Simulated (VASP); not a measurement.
# TlBr in VASP: work function with PBE

Aim: the work function of TlBr with PBE.

Everything below comes from runs of VASP 6.6.1. Logs are shortened: lines on timing, memory, paths and dates and some standing lists are left out, and cuts for length are marked.

## Step 1: The cell of the first run

The cell holds a slab with vacuum, 8 atoms: a = 3.970 Å, b = 5.614 Å, c = 23.422 Å, α = 90.00°, β = 90.00°, γ = 90.00°.

## Step 2: Work function, PBE (the (1 1 0) slab of TlBr, cut from the database cell, not relaxed)

INCAR

```
SYSTEM = TlBr
PREC = Accurate ; ENCUT = 520
EDIFF = 1E-6 ; ISMEAR = 0
SIGMA = 0.05 ; LREAL = .False.
LASPH = .True. ; NELM = 60
ALGO = Fast ; ISIF = 2
LWAVE = .False. ; LCHARG = .True.
LDIPOL = .True. ; IDIPOL = 3
DIPOL = 0.5 0.5 0.500 ; GGA = PE
LELF = .True. ; LVHAR = .True.
LVACPOTAV = .True.
```

KPOINTS

```
regular mesh
0
Gamma
  7 5 1
  0 0 0
```

POSCAR

```
TlBr
1.0
    3.9700000000      0.0000000000      0.0000000000
    0.0000000000      5.6144278426      0.0000000000
    0.0000000000      0.0000000000     23.4216417639
Tl Br
4 4
Direct
    0.0000000000      0.5000000000      0.3202166644
    0.0000000000      0.0000000000      0.4400722215
    0.0000000000      0.5000000000      0.5599277785
    0.0000000000      0.0000000000      0.6797833356
    0.5000000000      0.0000000000      0.3202166644
    0.5000000000      0.5000000000      0.4400722215
    0.5000000000      0.0000000000      0.5599277785
    0.5000000000      0.5000000000      0.6797833356
```

Potentials or basis: VASP PAW PBE potentials, release 64 (Tl_d, Br).

Run with:

```sh
$ cat potpaw_PBE.64/Tl_d/POTCAR potpaw_PBE.64/Br/POTCAR > POTCAR
$ mpirun -np 1 vasp_std > vasp.out
```

OUTCAR:

```text
SYSTEM = TlBr
   PREC = Accurate
   ENCUT = 520
   EDIFF = 1E-6
   ISMEAR = 0
   LREAL = .False.
   LASPH = .True.
   NELM = 60
   ISIF = 2
   GGA = PE

 ion  position               nearest neighbor table
   1  0.000  0.500  0.320-   5 3.44   5 3.44   5 3.44   5 3.44   6 3.44   6 3.44   2 3.97   2 3.97

   2  0.000  0.000  0.440-   7 3.44   7 3.44   6 3.44   6 3.44   6 3.44   6 3.44   5 3.44   5 3.44
                             3 3.97   3 3.97   1 3.97   1 3.97
   3  0.000  0.500  0.560-   6 3.44   6 3.44   7 3.44   7 3.44   7 3.44   7 3.44   8 3.44   8 3.44
                             2 3.97   2 3.97   4 3.97   4 3.97
   4  0.000  0.000  0.680-   8 3.44   8 3.44   8 3.44   8 3.44   7 3.44   7 3.44   3 3.97   3 3.97

   5  0.500  0.000  0.320-   1 3.44   1 3.44   1 3.44   1 3.44   2 3.44   2 3.44
   6  0.500  0.500  0.440-   3 3.44   3 3.44   2 3.44   2 3.44   2 3.44   2 3.44   1 3.44   1 3.44

   7  0.500  0.000  0.560-   2 3.44   2 3.44   3 3.44   3 3.44   3 3.44   3 3.44   4 3.44   4 3.44

   8  0.500  0.500  0.680-   4 3.44   4 3.44   4 3.44   4 3.44   3 3.44   3 3.44

  LATTYP: Found a simple orthorhombic cell.
 ALAT       =     3.9700000000
 B/A-ratio  =     1.4142135624
 C/A-ratio  =     5.8996578750

  Lattice vectors:

 A1 = (   3.9700000000,   0.0000000000,   0.0000000000)
 A2 = (   0.0000000000,   5.6144278426,   0.0000000000)
 A3 = (   0.0000000000,   0.0000000000,  23.4216417639)

Analysis of symmetry for initial positions (statically):
=====================================================================
 Subroutine PRICEL returns:
 Original cell was already a primitive cell.

 Routine SETGRP: Setting up the symmetry group for a
 simple orthorhombic supercell.

 Subroutine GETGRP returns: Found  8 space group operations
 (whereof  4 operations were pure point group operations)
 out of a pool of  8 trial point group operations.

The static configuration has the point symmetry C_2v.
 The point group associated with its full space group is D_2h.

Analysis of symmetry for dynamics (positions and initial velocities):
=====================================================================
 Subroutine PRICEL returns:
 Original cell was already a primitive cell.

 Routine SETGRP: Setting up the symmetry group for a
 simple orthorhombic supercell.

 Subroutine GETGRP returns: Found  8 space group operations
 (whereof  4 operations were pure point group operations)
 out of a pool of  8 trial point group operations.

The dynamic configuration has the point symmetry C_2v.
 The point group associated with its full space group is D_2h.

 Subroutine INISYM returns: Found  8 space group operations
 (whereof  4 operations are pure point group operations),
 and found     1 'primitive' translations

----------------------------------------------------------------------------------------

                                     Primitive cell

  volume of cell :     522.0515

  direct lattice vectors                    reciprocal lattice vectors
     3.970000000  0.000000000  0.000000000     0.251889169  0.000000000  0.000000000
     0.000000000  5.614427843  0.000000000     0.000000000  0.178112539  0.000000000
     0.000000000  0.000000000 23.421641764     0.000000000  0.000000000  0.042695555

  length of vectors
     3.970000000  5.614427843 23.421641764     0.251889169  0.178112539  0.042695555

  position of ions in fractional coordinates (direct lattice)
     0.000000000  0.500000000  0.320216664
     0.000000000  0.000000000  0.440072222
     0.000000000  0.500000000  0.559927778
     0.000000000  0.000000000  0.679783336
     0.500000000  0.000000000  0.320216664
     0.500000000  0.500000000  0.440072222
     0.500000000  0.000000000  0.559927778
     0.500000000  0.500000000  0.679783336

  ion indices of the primitive-cell ions
   primitive index   ion index
                 1           1
                 2           2
                 3           3
                 4           4
                 5           5
                 6           6
                 7           7
                 8           8

----------------------------------------------------------------------------------------

 KPOINTS: regular mesh

Automatic generation of k-mesh.
 Grid dimensions read from file:
 generate k-points for:    7    5    1

 Generating k-lattice:

  Cartesian coordinates                     Fractional coordinates (reciprocal lattice)
     0.035984167  0.000000000  0.000000000     0.142857143  0.000000000  0.000000000
     0.000000000  0.035622508  0.000000000     0.000000000  0.200000000  0.000000000
     0.000000000  0.000000000  0.042695555     0.000000000  0.000000000  1.000000000

  Length of vectors
     0.035984167  0.035622508  0.042695555

  Shift w.r.t. Gamma in fractional coordinates (k-lattice)
     0.000000000  0.000000000  0.000000000

 Subroutine IBZKPT returns following result:
 ===========================================

 Found     12 irreducible k-points:

 Following reciprocal coordinates:
            Coordinates               Weight
  0.000000  0.000000  0.000000      1.000000
  0.142857  0.000000  0.000000      2.000000
  0.285714  0.000000  0.000000      2.000000
  0.428571  0.000000  0.000000      2.000000
  0.000000  0.200000  0.000000      2.000000
  0.142857  0.200000  0.000000      4.000000
  0.285714  0.200000  0.000000      4.000000
  0.428571  0.200000  0.000000      4.000000
  0.000000  0.400000  0.000000      2.000000
  0.142857  0.400000  0.000000      4.000000
  0.285714  0.400000  0.000000      4.000000
  0.428571  0.400000  0.000000      4.000000
   k-points           NKPTS =     12   k-points in BZ     NKDIM =     12   number of bands    NBANDS=     48
   number of dos      NEDOS =    301   number of ions     NIONS =      8
   total plane-waves  NPLWV = 226800
   dimension x,y,z NGX =    30 NGY =   42 NGZ =  180
   dimension x,y,z NGXF=    60 NGYF=   84 NGZF=  360
   ions per type =               4   4
   NGX,Y,Z   is equivalent  to a cutoff of  12.56, 12.44, 12.78 a.u.
   NGXF,Y,Z  is equivalent  to a cutoff of  25.13, 24.87, 25.55 a.u.
 SYSTEM =  TlBr
   PREC   = accura    normal or accurate (medium, high low for compatibility)
   ISTART =      0    job   : 0-new  1-cont  2-samecut
   ICHARG =      2    charge: 1-file 2-atom 10-const
   ISPIN  =      1    spin polarized calculation?
   LNONCOLLINEAR =      F non collinear calculations
   LSORBIT =      F    spin-orbit coupling
   LASPH  =      T    aspherical Exc in radial PAW
   ENCUT  =  520.0 eV  38.22 Ry    6.18 a.u.   7.38 10.44 43.55*2*pi/ulx,y,z
   NELM   =     60;   NELMIN=  2; NELMDL= -5     # of ELM steps
   EDIFF  = 0.1E-05   stopping-criterion for ELM
   LREAL  =      F    real-space projection
   EDIFFG = 0.1E-04   stopping-criterion for IOM
   NSW    =      0    number of steps for IOM
   IBRION =     -1    ionic relax: 0-MD 1-quasi-New 2-CG
   NFREE  =      0    steps in history (QN), initial steepest desc. (CG)
   ISIF   =      2    stress and relaxation
   ISYM   =      2    0-nonsym 1-usesym 2-fastsym
   POTIM  = 0.5000    time-step for ionic-motion
   TEBEG  =    0.0;   TEEND  =   0.0 temperature during run
   PSTRESS=    0.0 pullay stress
   NELECT =      80.0000    total number of electrons
   NUPDOWN=      -1.0000    fix difference up-down
   EMIN   =  10.00;   EMAX   =-10.00  energy-range for DOS
   EFERMI =   0.00;   METHOD = LEGACY
   ISMEAR =     0;   SIGMA  =   0.05  broadening in eV -4-tet -1-fermi 0-gaus
   EFERMI_NEDOS =   21; number of points for ismear=-14 and -15
   IALGO  =     68    algorithm
   IMIX   =      4    mixing-type and parameters
     AMIX     =   0.40;   BMIX     =  1.00
     AMIX_MAG =   1.60;   BMIX_MAG =  1.00
  volume/ion in A,a.u.               =      65.26       440.37
  Fermi-wavevector in a.u.,A,eV,Ry     =   0.876060  1.655513 10.442208  0.767481
  Thomas-Fermi vector in A             =   1.995817
   LORBIT       =      0    0 simple, 1 ext, 2 COOP (PROOUT), +10 PAW based schemes
   GGA     = PE    functional components
   LHFCALC =     F    Hartree Fock is set to
   AEXX    =    0.0000 exact exchange contribution
   IVDW    =     0    specifies the selected vdW correction
   LEPSILON=     F    determine dielectric tensor
   LRPA    =     F    only Hartree local field effects (RPA)
 non-spin polarized calculation
 RMM-DIIS sequential band-by-band and
 Gauss-broadening in eV      SIGMA  =   0.05
  energy-cutoff  :      520.00
  volume of cell :      522.05
 maximum number of plane-waves:     14137
 NGX is ok and might be reduce to    30
   NGX = 15   NGY = 21   NGZ = 87

 dipolmoment           0.000000      0.000000     -0.000000 electrons x Angstroem

 number of electron      80.0000015 magnetization

 dipolmoment           0.000000      0.000000      0.000000 electrons x Angstroem

 Free energy of the ion-electron system (eV)
  ---------------------------------------------------
  ext. energy  EPLUGINS =         0.00000000
  ---------------------------------------------------
  free energy    TOTEN  =       -21.85887380 eV

  energy without entropy =      -21.85887380  energy(sigma->0) =      -21.85887380

 E-fermi :  -1.5517     XC(G=0):  -4.8121

 val. band max:       -1.8283930855   @ k =   0.1429   0.4000   0.0000
 cond. band min:       0.4813163122   @ k =   0.4286   0.0000   0.0000
 fundamental gap:      2.3097093977
 Fermi energy:        -1.5516562931

 k-point     1 :       0.0000    0.0000    0.0000
  band No.  band energies     occupation
      1     -15.3648      2.00000
      2     -15.1884      2.00000
      3     -14.8120      2.00000
      4     -14.8112      2.00000
      5     -11.9345      2.00000
      6     -11.9342      2.00000
[... 40 lines left out ...]
     47       3.7456      0.00000
     48       4.2436      0.00000
[... 559 lines left out ...]
     47       2.9813      0.00000
     48       3.0056      0.00000

------------------------ aborting loop because EDIFF is reached ----------------------------------------

  FORCE on cell =-STRESS in cart. coord.  units (eV):
  Direction    XX          YY          ZZ          XY          YZ          ZX
  --------------------------------------------------------------------------------------
  -------------------------------------------------------------------------------------
  Total        1.4528156     -0.1816537      0.6256363      0.0000000      0.0000000      0.0000000
  in kB        4.4586947     -0.5574958      1.9200793      0.0000000      0.0000000      0.0000000
  external PRESSURE =       1.9404261 kB  Pullay stress =       0.0000000 kB

 VOLUME and BASIS-vectors are now :
 -----------------------------------------------------------------------------
  energy-cutoff  :      520.00
  volume of cell :      522.05
      direct lattice vectors                 reciprocal lattice vectors
     3.970000000  0.000000000  0.000000000     0.251889169  0.000000000  0.000000000
     0.000000000  5.614427843  0.000000000     0.000000000  0.178112539  0.000000000
     0.000000000  0.000000000 23.421641764     0.000000000  0.000000000  0.042695555

 POSITION                                       TOTAL-FORCE (eV/Angst)
 -----------------------------------------------------------------------------------
      0.00000      2.80721      7.50000         0.000000      0.000000      0.051411
      0.00000      0.00000     10.30721         0.000000      0.000000     -0.114764
      0.00000      2.80721     13.11443         0.000000      0.000000      0.114764
      0.00000      0.00000     15.92164         0.000000      0.000000     -0.051411
      1.98500      0.00000      7.50000         0.000000      0.000000     -0.031814
      1.98500      2.80721     10.30721         0.000000      0.000000     -0.189327
      1.98500      0.00000     13.11443         0.000000      0.000000      0.189327
      1.98500      2.80721     15.92164         0.000000      0.000000      0.031814
 -----------------------------------------------------------------------------------
    total drift:                               -0.000000      0.000000      0.000000

  FREE ENERGIE OF THE ION-ELECTRON SYSTEM (eV)
  ---------------------------------------------------
  free  energy   TOTEN  =       -21.8588738007 eV

  energy  without entropy=      -21.8588738007  energy(sigma->0) =      -21.85887380

 vacuum level on the upper side and lower side of the slab         3.730         3.730
```

Run time: 6.2 min. Hardware: 1 thread of AMD EPYC 7R43 (Zen 3), shared host; peak memory 0.61 GiB.

Results:

* Free energy: -21.8589 eV
* Largest force: 0.189 eV/Å
* Band gap on the k mesh: 2.31 eV, indirect (least direct gap 2.40 eV)
* Ionisation potential of the upper face: 5.56 eV

Forces on the atoms (eV/Å):
```
Tl   0.000  0.000  0.051
Tl   0.000  0.000 -0.115
Tl   0.000  0.000  0.115
Tl   0.000  0.000 -0.051
Br   0.000  0.000 -0.032
Br   0.000  0.000 -0.189
Br   0.000  0.000  0.189
Br   0.000  0.000  0.032
```

Caveat: spin-orbit coupling is left out, which as a rule narrows the gap of such compounds by several tenths of an eV.
